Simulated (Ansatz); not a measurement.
# Relaxing CaB₂

Computed with Ansatz, DFT PBE, scalar-relativistic, plane waves, PAW. Cutoff 420 eV, Γ-centred k mesh, Gaussian smearing, no spin polarisation in the final step.

This is the end of a relaxation of cell and atoms.

```yaml
crystal:
  lattice:
    - [5.89063, 0.00000, 0.00000]
    - [0.00000, 5.89063, 0.00000]
    - [0.00000, 0.00000, 5.89063]
  atoms:
    - { symbol: Ca, position: [0.00000, 0.00000, 0.00000] }
    - { symbol: Ca, position: [0.50000, 0.50000, 0.50000] }
    - { symbol: B, position: [0.25000, 0.25000, 0.25000] }
    - { symbol: B, position: [0.25000, 0.75000, 0.75000] }
    - { symbol: B, position: [0.75000, 0.75000, 0.25000] }
    - { symbol: B, position: [0.75000, 0.25000, 0.75000] }
```

Energies over the elements count from the elements' standard structures at the same level, with no empirical corrections.

Question: What space group does it have?

Answer: Pn-3m (No. 224). Conventional cell: a = 5.891 Å. Ca has 4 B at 2.55 Å; B has 2 Ca at 2.55 Å.

Question: How far does it lie from the elements in energy?

Answer: 3.01 eV/atom.

Question: Is it a metal?

Answer: Yes, bands cross the Fermi level on the 6×6×6 mesh.

The final run used a 6×6×6 mesh on its 6-atom cell and 0.10 eV smearing. For metals, differences of a few meV/atom aren't resolved. The cell came from a trial start, so CaB₂ may not exist in this structure.

Cost: 3 runs of about 0.7 core-minutes in all, on Arm Neoverse V1 (shared hosts).